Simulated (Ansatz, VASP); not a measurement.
## Two plane-wave programs on Ge

```
Ge
1.0
     2.66734    0.00000    0.00000
     0.00000    2.66734    0.00000
     0.00000    0.00000    2.66734
Ge
1
Cartesian
  1.3337 1.3337 1.3337
```

Alike in both runs: functional PBEsol; k mesh 20 × 20 × 20; occupations gaussian, width 0.1 eV; no spin polarisation.

Ansatz relaxed the structure, and its values are those at the end. VASP's run is a single point on that final structure, the one shown.

|  | VASP | Ansatz |
| --- | --- | --- |
| version | VASP 6.6.1 | Ansatz 0.2.0 |
| potentials or method | VASP PAW PBE potentials, release 64 (Ge_d) | scalar-relativistic, plane waves, PAW |
| plane-wave cutoff (eV) | 520 | 420 |
| valence electrons in the cell | 14 | 14 |

|  | VASP | Ansatz | Ansatz less VASP |
| --- | --- | --- | --- |
| gap on the k mesh at the Fermi level (eV) | none | none | - |
| pressure (GPa) | -0.1 | 0.0 | +0.06 |

A gap of «none» marks a metal or a gap that the smearing closes. With one functional, cell and mesh, what is left measures potentials, basis and numerics.

Caveats: the PAW data sets were made with another functional, which shifts forces and pressure a little (VASP).
